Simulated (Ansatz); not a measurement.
**Zincblende AgI, cell of 2 atoms**

Wanted: energy, pressure and frontier levels of the defect-free cell (PBEsol, HSE06 and r²SCAN).

Program: Ansatz 0.2.0, PAW, plane waves. These are calculated values, not measurements.

### Step 1. The starting cell

2 atoms (1 Ag, 1 I); a = 4.561 Å, b = 4.561 Å, c = 4.561 Å, α = 60.00°, β = 60.00°, γ = 60.00°.

Steps to follow: (2) PBEsol single point at a 7×7×7 mesh, on 1 × NVIDIA GB300 Max-Q with 8 threads of Arm Neoverse-V2; (3) HSE06 single point at a 7×7×7 mesh, on 1 × NVIDIA GB300 Max-Q with 8 threads of Arm Neoverse-V2; (4) r²SCAN single point at a 7×7×7 mesh, on 1 × NVIDIA GB300 Max-Q with 8 threads of Arm Neoverse-V2.

### Step 2. PBEsol on the given atoms

The input, in.yaml:

```yaml
crystal:
  lattice:
    - [0.000000, 3.225384, 3.225384]
    - [3.225384, 0.000000, 3.225384]
    - [3.225384, 3.225384, 0.000000]
  atoms:
    - { symbol: Ag, position: [0.000000, 0.000000, 0.000000] }
    - { symbol: I, position: [0.250000, 0.250000, 0.250000] }
kpoints:
  mp_grid: { grid: [7, 7, 7] }
  band_path: { path: [VBM, CBM], npoints: 2 }
hamiltonian:
  xc: pbesol
scf:
  occupations: { method: fermi_dirac, width: 0.01 }
output:
  forces: true
  eigenvalues: true
  stress: true
  populations: true
```

On the command line:

```bash
ansatz run in.yaml --threads 8 --pin off --max-ram 118750MiB --runs-dir r --events-out ev --progress --plain --backend cuda --devices 0,
```

### Step 3. Single point with HSE06

Changes to in.yaml since step 2:

```diff
@@ -12,3 +12,3 @@
 hamiltonian:
-  xc: pbesol
+  xc: hse06
 scf:
@@ -18,3 +18,2 @@
   eigenvalues: true
-  stress: true
   populations: true
```

### Step 4. r²SCAN single point

Changes to in.yaml since step 3:

```diff
@@ -12,3 +12,3 @@
 hamiltonian:
-  xc: hse06
+  xc: r2scan
 scf:
```

**Question.** What will these runs give? Wanted: for each run, top filled to lowest empty; gap over the zone; energy; pressure.

The runs gave:

```
 level         time  top filled to lowest empty (eV)  gap over the zone (eV)  energy (eV/atom)  pressure (GPa)
PBEsol  2.3 s (GPU)                             1.20                    1.20        -7477.4598           -0.01
 HSE06   42 s (GPU)                             2.49                    2.49        -7556.0643               -
r²SCAN  2.7 s (GPU)                             1.82                    1.82        -7566.2803               -
```

At the same k points, PBEsol gives a spacing 1.29 eV smaller and r²SCAN gives a spacing 0.67 eV smaller than the 2.49 eV of HSE06. Exact exchange costs time: HSE06 ran about 18 times as long as PBEsol on the same kind of device. No spin–orbit coupling is included; with elements this heavy it would shift the edges.
